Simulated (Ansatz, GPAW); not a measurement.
# hexatriene-1,6-dithiol between two Pt chains: relaxation, then transmission at several levels, part 2 of 3

Wanted: T(E) of hexatriene-1,6-dithiol between two Pt chains at a relaxed geometry in two programs, beside the unrelaxed structure.

GPAW 26.7.0 and Ansatz 0.2.0; Ansatz plane waves; relaxation of the junction with the lead ends held (the session's first sound run).

So far, transmission at the Fermi level (one spin): step 3 (plane waves, PBE) 0.0973.

## (4) Double-zeta polarised basis

Localised orbitals split the wire into layers that couple to their neighbours alone, which is what the Green's function method needs; double zeta with polarisation is the usual level for numbers.

This step: GPAW LCAO, PAW setups; Landauer transmission from Green's functions with principal layers (ASE), zero bias (GPAW 26.7.0).

run.py reads:

```python
import json
import numpy as np
from ase import Atoms
from ase.transport.calculators import TransportCalculator
from gpaw import GPAW, FermiDirac
from gpaw.lcao.tools import get_lcao_hamiltonian
from scipy.linalg import eigh

# The junction with lead layers at both ends, along the third cell vector
device = Atoms(
    ['Pt', 'Pt', 'Pt', 'Pt', 'Pt', 'Pt', 'Pt', 'Pt', 'S', 'C', 'H', 'H', 'C', 'C', 'H', 'H', 'C', 'C', 'H', 'H', 'C', 'S', 'Pt', 'Pt', 'Pt', 'Pt', 'Pt', 'Pt', 'Pt', 'Pt'],
    positions=[
        [6.08030, 4.50000, 1.20000],
        [6.08030, 4.50000, 3.60000],
        [6.08030, 4.50000, 6.00000],
        [6.08030, 4.50000, 8.40000],
        [6.08030, 4.50000, 10.80000],
        [6.08030, 4.50000, 13.20000],
        [4.66715, 4.59028, 15.10802],
        [5.20756, 4.53872, 17.47305],
        [3.81945, 4.56728, 19.12898],
        [4.26004, 4.55098, 20.76076],
        [6.41387, 4.51730, 20.89545],
        [3.35039, 4.56333, 21.37474],
        [5.47676, 4.52795, 21.45852],
        [5.50743, 4.52035, 22.85455],
        [7.63320, 4.49129, 23.12180],
        [4.54521, 4.53058, 23.37725],
        [6.67101, 4.50154, 23.64459],
        [6.70162, 4.49580, 25.04061],
        [8.82830, 4.46680, 25.12555],
        [5.76446, 4.50571, 25.60361],
        [7.91813, 4.47756, 25.73881],
        [8.35691, 4.46726, 27.37119],
        [6.96540, 4.48486, 29.02458],
        [7.49942, 4.46568, 31.39100],
        [6.08030, 4.50000, 33.29597],
        [6.08030, 4.50000, 35.69597],
        [6.08030, 4.50000, 38.09597],
        [6.08030, 4.50000, 40.49597],
        [6.08030, 4.50000, 42.89597],
        [6.08030, 4.50000, 45.29597]],
    cell=[[12.16059, 0.0, 0.0], [0.0, 9.0, 0.0], [0.0, 0.0, 46.49597]],
    pbc=True)

# One principal layer of the lead: the first 5 atoms of the device
lead = Atoms(
    ['Pt', 'Pt', 'Pt', 'Pt', 'Pt'],
    positions=[
        [6.08030, 4.50000, 1.20000],
        [6.08030, 4.50000, 3.60000],
        [6.08030, 4.50000, 6.00000],
        [6.08030, 4.50000, 8.40000],
        [6.08030, 4.50000, 10.80000]],
    cell=[[12.16059, 0.0, 0.0], [0.0, 9.0, 0.0], [0.0, 0.0, 12.0]],
    pbc=True)

settings = dict(mode='lcao', basis='dzp', xc='PBE', h=0.2,
                occupations=FermiDirac(0.1), maxiter=250,
                mixer=dict(beta=0.1, nmaxold=8, weight=100.0),
                convergence=dict(density=0.0001))
energies = np.arange(-2, 2 + 1e-9, 0.025)
eta = 0.0001
n1, n2 = 1, 1
# k and -k transmit alike, so half of the mesh across the current serves
mesh = [(i, j) for i in range(n1) for j in range(n2) if (i, j) <= (-i % n1, -j % n2)]
weights = np.array([1 if (i, j) == (-i % n1, -j % n2) else 2 for i, j in mesh]) / (n1 * n2)

# [... helper functions left out ...]
fermi_lead = ground_state(lead, (1, 1, 10), 'lead.txt')
fermi_device = ground_state(device, (1, 1, 2), 'device.txt')
# [... loop over the mesh left out, but for ...]
        # Shift the lead onto the potential of the device's first layer
        shift = ((H[:, 0, 0] - H0[:, 0, 0]) / S0[0, 0]).real.mean()
# [...]
kT = 8.617333e-5 * 300
bias = [0.1, 0.2, 0.5, 1.0, 1.5, 2.0]
# [... integrals and printing left out ...]
```

On the command line:

```
OMP_NUM_THREADS=1 OPENBLAS_NUM_THREADS=1 python run.py
```

The job ended after 11 min (1 thread of Arm Neoverse N1, shared host; peak memory 2 GiB).

Numbers from this step:

| Item | Value |
| --- | --- |
| conductance | 0.1189 G₀ |
| thermopower | 96.17 μV/K |
| largest coupling past the next principal layer | 8.09e-6 eV |
| largest misfit of the first principal layer | 0.1121 eV |
| shift that aligns the lead | -0.004139 eV |
| basis functions of the junction | 566 |
| basis functions of a principal layer | 135 |
| transmission at the Fermi level (one spin) | 0.09333 |

One spin. Transmission, zone mean against energy, zero at the Fermi level:

energy (eV), transmission, zone mean and a bar:
```
   -2.000      0.693 #####################
   -1.800      0.740 ######################
   -1.600      0.750 #######################
   -1.400      0.998 ##############################
   -1.200      0.044 #
   -1.000      0.455 ##############
   -0.875      0.994 ##############################
   -0.800      0.899 ###########################
   -0.600      0.640 ###################
   -0.400      0.248 #######
   -0.200      0.879 ##########################
    0.000      0.093 ###
    0.200      0.043 #
    0.375      0.893 ###########################
    0.400      0.261 ########
    0.600      0.002 
    0.800      0.000 
    1.000      0.000 
    1.200      0.000 
    1.400      0.000 
    1.600      0.000 
    1.800      0.000 
    2.000      0.000
```

Not self-consistent under bias; the bias window is split evenly. Table of current through one cell, from the zero-bias transmission by bias:

| bias (V) | current through one cell, from the zero-bias transmission (μA) |
| --- | --- |
| 0.100 | 0.999 |
| 0.200 | 2.47 |
| 0.500 | 10.7 |
| 1.000 | 22.0 |
| 1.500 | 35.5 |
| 2.000 | 51.7 |

The transmission of the three most open eigenchannels by energy, zero at the Fermi level:

```csv
energy (eV),channel 1,channel 2,channel 3
-2.000,0.691,0.00220,7.1e-8
-1.900,0.730,0.00292,2.0e-7
-1.800,0.736,0.00392,7.4e-7
-1.700,0.726,0.00541,5.5e-6
-1.600,0.735,0.0142,3.0e-4
-1.500,0.826,0.00499,2.6e-5
-1.400,0.996,0.00160,4.2e-5
-1.300,0.235,0.00120,1.7e-5
-1.200,0.0378,0.00623,2.3e-5
-1.100,0.0545,0.00827,1.6e-5
-1.000,0.453,0.00178,1.9e-5
-0.900,0.984,0.00131,1.8e-5
-0.800,0.898,8.7e-4,1.5e-5
-0.700,0.820,4.7e-4,1.5e-5
-0.600,0.640,2.7e-4,1.6e-5
-0.500,0.516,2.1e-4,1.8e-5
-0.400,0.248,1.2e-4,1.7e-5
-0.300,0.320,1.8e-4,1.4e-5
-0.200,0.879,1.6e-4,2.5e-6
-0.100,0.398,6.5e-5,5.1e-7
0.000,0.0933,5.3e-5,2.2e-7
0.100,0.0447,4.5e-5,9.5e-8
0.200,0.0433,4.0e-5,3.3e-8
0.300,0.118,3.7e-5,6.8e-10
0.400,0.261,2.7e-5,1.5e-11
0.500,0.0123,2.9e-5,0
0.600,0.00234,3.6e-5,2.8e-12
0.700,2.9e-4,5.8e-5,1.7e-12
0.800,1.1e-4,0,0
0.900,7.7e-5,0,0
```

At the Fermi level T is 0.0933 against 0.0973 in plane waves. Couplings past the next layer reach 8.1e-6 eV, small enough to drop; the matrix elements of the cell's first layer differ from the bulk lead's by up to 0.11 eV. That layer keeps its own values in the calculation, and only beyond it is the lead taken as perfect. The Fermi levels of lead and junction count from different zeros of potential, one for each periodic cell; with both set to zero, the small remaining shift is what aligns them. Without spin-orbit coupling, which is large for these atoms, channel counts and T are those of the scalar-relativistic bands. By hand: G = 0.1189 × 77.48 μS = 9.21 μS, a resistance of 109 kΩ; at 0.1 V a linear junction would pass 0.921 μA, and the integral over the bias window gives 0.999 μA. Mott's formula, S = -(π²/3)(k_B²T/e) d ln T/dE, has the prefactor 7.33 μV/K·eV at 300 K; T = 0.1264 at -0.025 eV and 0.07242 at 0.025 eV give a slope of -11.1 per eV and S = 81.6 μV/K, beside 96.2 μV/K from the thermal integral, which interpolates the same grid.

## (5) GPAW, szp: basis = "szp(dzp)"

The second zeta is dropped, the polarisation orbitals stay.

Edit run.py of step 4 so:

```diff
@@ -57,3 +57,3 @@
 
-settings = dict(mode='lcao', basis='dzp', xc='PBE', h=0.2,
+settings = dict(mode='lcao', basis='szp(dzp)', xc='PBE', h=0.2,
                 occupations=FermiDirac(0.1), maxiter=250,
```

It took 7.2 min on 1 thread; peak memory 2 GiB.

This step gave:

| Quantity | Value |
| --- | --- |
| conductance | 0.1102 G₀ |
| thermopower | 79.08 μV/K |
| largest coupling past the next principal layer | 8.13e-6 eV |
| largest misfit of the first principal layer | 0.1257 eV |
| shift that aligns the lead | -0.003949 eV |
| basis functions of the junction | 336 |
| basis functions of a principal layer | 75 |
| transmission at the Fermi level (one spin) | 0.08953 |

The conductance, 0.110 G₀, lies 7.3 % below that of the dzp run.

## (6) GPAW, sz: basis = "sz(dzp)"

One function for each valence shell of the setup, as for a first survey of a large system.

Edit run.py of step 5 so:

```diff
@@ -57,3 +57,3 @@
 
-settings = dict(mode='lcao', basis='szp(dzp)', xc='PBE', h=0.2,
+settings = dict(mode='lcao', basis='sz(dzp)', xc='PBE', h=0.2,
                 occupations=FermiDirac(0.1), maxiter=250,
```

The job ended after 4.8 min (1 thread; peak memory 1.9 GiB).

Numbers from this step:

- conductance: 0.1268 G₀
- thermopower: 70.35 μV/K
- largest coupling past the next principal layer: 8.11e-6 eV
- largest misfit of the first principal layer: 0.07404 eV
- shift that aligns the lead: -0.001509 eV
- basis functions of the junction: 230
- basis functions of a principal layer: 60
- transmission at the Fermi level (one spin): 0.1018

One spin. Transmission, zone mean against energy, zero at the Fermi level:

energy (eV), transmission, zone mean and a bar:
```
   -2.000      0.731 ######################
   -1.800      0.792 ########################
   -1.600      0.800 ########################
   -1.400      0.970 #############################
   -1.375      0.994 ##############################
   -1.200      0.077 ##
   -1.000      0.155 #####
   -0.800      0.978 #############################
   -0.775      0.996 ##############################
   -0.600      0.665 ####################
   -0.400      0.234 #######
   -0.200      0.865 ##########################
    0.000      0.102 ###
    0.200      0.475 ##############
    0.225      0.985 ##############################
    0.400      0.004 
    0.600      0.000 
    0.800      0.000 
    1.000      0.000 
    1.200      0.000 
    1.400      0.000 
    1.600      0.000 
    1.800      0.000 
    2.000      0.000
```

The conductance, 0.127 G₀, lies 6.7 % above that of the dzp run.

## (7) RPBE in the dzp basis: xc = "RPBE"

Back in the dzp basis, the functional changes from PBE to RPBE, to set the spread between functionals beside that between bases.

Edit run.py of step 6 so:

```diff
@@ -57,3 +57,3 @@
 
-settings = dict(mode='lcao', basis='sz(dzp)', xc='PBE', h=0.2,
+settings = dict(mode='lcao', basis='dzp', xc='RPBE', h=0.2,
                 occupations=FermiDirac(0.1), maxiter=250,
```

Run time: 11 min. Hardware: 1 thread; peak memory 2 GiB.

Numbers from this step:

| Quantity | Value |
| --- | --- |
| conductance | 0.1182 G₀ |
| thermopower | 92.67 μV/K |
| largest coupling past the next principal layer | 8.00e-6 eV |
| largest misfit of the first principal layer | 0.1136 eV |
| shift that aligns the lead | -0.004560 eV |
| basis functions of the junction | 566 |
| basis functions of a principal layer | 135 |
| transmission at the Fermi level (one spin) | 0.09407 |

One spin. Transmission, zone mean against energy, zero at the Fermi level:

energy (eV), transmission, zone mean and a bar:
```
   -2.000      0.686 #####################
   -1.900      0.727 ######################
   -1.800      0.736 ######################
   -1.700      0.728 ######################
   -1.600      0.747 ######################
   -1.500      0.833 #########################
   -1.400      0.996 ##############################
   -1.300      0.193 ######
   -1.200      0.047 #
   -1.100      0.064 ##
   -1.000      0.494 ###############
   -0.900      0.994 ##############################
   -0.800      0.880 ##########################
   -0.700      0.800 ########################
   -0.600      0.638 ###################
   -0.500      0.504 ###############
   -0.400      0.241 #######
   -0.300      0.285 #########
   -0.200      0.876 ##########################
   -0.100      0.382 ###########
    0.000      0.094 ###
    0.100      0.047 #
    0.200      0.046 #
    0.300      0.133 ####
    0.375      0.789 ########################
    0.400      0.225 #######
    0.500      0.012 
    0.600      0.002 
    0.700      0.000 
    0.800      0.000 
    0.900      0.000 
    1.000      0.000 
    1.100      0.000 
    1.200      0.000 
    1.300      0.000 
    1.400      0.000 
    1.500      0.000 
    1.600      0.000 
    1.700      0.000 
    1.800      0.000 
    1.900      0.000 
    2.000      0.000
```

The conductance, 0.118 G₀, lies 0.5 % below that of the dzp run.

## (8) Without the relaxation: geometry = "as built"

The dzp basis with PBE on the structure as first built shows what the relaxation was worth.

Edit run.py of step 7 so:

```diff
@@ -18,20 +18,20 @@
         [6.08030, 4.50000, 13.20000],
-        [4.66715, 4.59028, 15.10802],
-        [5.20756, 4.53872, 17.47305],
-        [3.81945, 4.56728, 19.12898],
-        [4.26004, 4.55098, 20.76076],
-        [6.41387, 4.51730, 20.89545],
-        [3.35039, 4.56333, 21.37474],
-        [5.47676, 4.52795, 21.45852],
-        [5.50743, 4.52035, 22.85455],
-        [7.63320, 4.49129, 23.12180],
-        [4.54521, 4.53058, 23.37725],
-        [6.67101, 4.50154, 23.64459],
-        [6.70162, 4.49580, 25.04061],
-        [8.82830, 4.46680, 25.12555],
-        [5.76446, 4.50571, 25.60361],
-        [7.91813, 4.47756, 25.73881],
-        [8.35691, 4.46726, 27.37119],
-        [6.96540, 4.48486, 29.02458],
-        [7.49942, 4.46568, 31.39100],
+        [6.08030, 4.50000, 15.60000],
+        [6.08030, 4.50000, 18.00000],
+        [4.02697, 4.49998, 19.14295],
+        [4.17771, 4.49997, 20.86602],
+        [6.28822, 4.49999, 20.91861],
+        [3.25001, 4.49997, 21.43131],
+        [5.36331, 4.49998, 21.49130],
+        [5.48760, 4.49998, 22.93363],
+        [7.59584, 4.49999, 22.98486],
+        [4.56477, 4.49997, 23.51111],
+        [6.67300, 4.49998, 23.56235],
+        [6.79729, 4.49997, 25.00468],
+        [8.91059, 4.49997, 25.06467],
+        [5.87238, 4.49997, 25.57736],
+        [7.98289, 4.49997, 25.62995],
+        [8.13363, 4.49996, 27.35303],
+        [6.08030, 4.50000, 28.49597],
+        [6.08030, 4.50000, 30.89597],
         [6.08030, 4.50000, 33.29597],
@@ -57,3 +57,3 @@
 
-settings = dict(mode='lcao', basis='dzp', xc='RPBE', h=0.2,
+settings = dict(mode='lcao', basis='dzp', xc='PBE', h=0.2,
                 occupations=FermiDirac(0.1), maxiter=250,
```

Wall time 9.2 min (1 thread); peak memory 2 GiB.

Numbers from this step:

```
conductance                                    : 0.5986 G₀
thermopower                                    : -54.19 μV/K
largest coupling past the next principal layer : 8.09e-6 eV
largest misfit of the first principal layer    : 0.1096 eV
shift that aligns the lead                     : 7.60e-4 eV
transmission at the Fermi level (one spin)     : 0.6076
```

One spin. Transmission, zone mean against energy, zero at the Fermi level:

```csv
energy (eV),"transmission, zone mean"
-2.000,0.528
-1.800,0.134
-1.600,0.125
-1.475,0.861
-1.400,0.0782
-1.200,0.111
-1.000,0.170
-0.800,0.919
-0.750,0.986
-0.600,0.568
-0.400,0.743
-0.200,0.0516
0.000,0.608
0.050,0.988
0.200,0.191
0.400,0.0305
0.600,0.00705
0.800,1.4e-4
1.000,7.9e-5
1.200,4.4e-5
1.400,2.9e-5
1.600,2.7e-5
1.800,3.8e-5
2.000,6.8e-5
```

The conductance, 0.599 G₀, lies a factor of 5.0 above that of the dzp run.

## (9) The ladder

Times are wall times on the hardware named with each run. The series side by side:

```csv
no.,run,conductance (G₀),time,memory (GiB)
1,pw PBE,0.1130,3.3 h,6.4
2,dzp,0.1189,11 min,2.0
3,szp,0.1102,7.2 min,2.0
4,sz,0.1268,4.8 min,1.9
5,dzp RPBE,0.1182,11 min,2.0
6,asbuilt,0.5986,9.2 min,2.0
```

## (10) Comparison

The curves are compared point by point over the common energies.

This step: comparison of transmission and cost over codes, levels and geometry (GPAW 26.7.0).

Ladder, by row:

```
    step    code  T at the Fermi level (sum over the listed spins)  conductance (G0)  r.m.s. T(E) from the first  wall time (s)  peak memory (GiB)  threads
  pw-pbe  Ansatz                                           0.09735             0.113                           0          11732              6.438        4
     dzp    GPAW                                           0.09333            0.1189                      0.1741          632.5               2.05        1
     szp    GPAW                                           0.08953            0.1102                      0.2095          429.1               1.97        1
      sz    GPAW                                            0.1018            0.1268                      0.2591          289.1                1.9        1
dzp-RPBE    GPAW                                           0.09407            0.1182                      0.1693          680.5               2.05        1
 asbuilt    GPAW                                            0.6076            0.5986                      0.3344          550.6               2.05        1
```

[end of part 2 of 3]

[Logs are printed without paths, hosts, clocks, repeated set-up lines and the standing remarks that a program may print on its own settings, such as how far it seeks lower states.]

[Hosts, paths, dates, database ids (printed as entryN), source tags and the programs' standing remarks are cut or masked in the printed files.]
